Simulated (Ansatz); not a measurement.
Ga, DFT, PBE, all-electron PAW with datasets made for the crystal, scalar-relativistic (Ansatz 0.2.0), run on 1 thread of Arm Neoverse V1 on a shared host.

The cell is COD entry 9012723, as deposited and not checked against the literature; nothing was relaxed. The listed cell was then made from it by scaling, straining or moving an atom.

Command: `ansatz run input.yaml --threads 1 --pin off --max-ram 2048MiB --backend cpu --events-out ev --progress --plain --runs-dir out`

```yaml
crystal:
  lattice:
    - [-1.414649963, 1.414649963, 2.195565]
    - [1.414649963, -1.414649963, 2.195565]
    - [1.414649963, 1.414649963, -2.195565]
  atoms:
    - { symbol: Ga, position: [0.0, 0.0, 0.0] }
kpoints:
  mp_grid: { grid: [16, 16, 16] }
scf:
  occupations: { method: fermi_dirac, width: 0.03 }
hamiltonian:
  xc: pbe
  pseudopotentials: { kind: all_electron, datasets: crystal }
output:
  forces: true
  stress: true
  eigenvalues: true
  efg: { contact_densities: true }
```

**Question.** How large is the problem that the program sets up?

**Answer.** 349 irreducible k-points, 153 plane waves at Γ, 11 bands.

**Question.** About how long does it take, and how much memory does it use?

**Answer.** 21 s of wall time for 9 SCF iterations, with a peak of 0.41 GiB. Times on shared machines scatter by tens of per cent.

**Question.** And the same cell and mesh by full-potential LAPW, asked for forces, stress, eigenvalues, on the same hardware?

**Answer.** 22 s, peak memory 0.39 GiB.

**Question.** And the same cell and mesh by frozen-core PAW, asked for forces, stress, eigenvalues, efg, on the same hardware?

**Answer.** 5.6 s, peak memory 0.37 GiB.
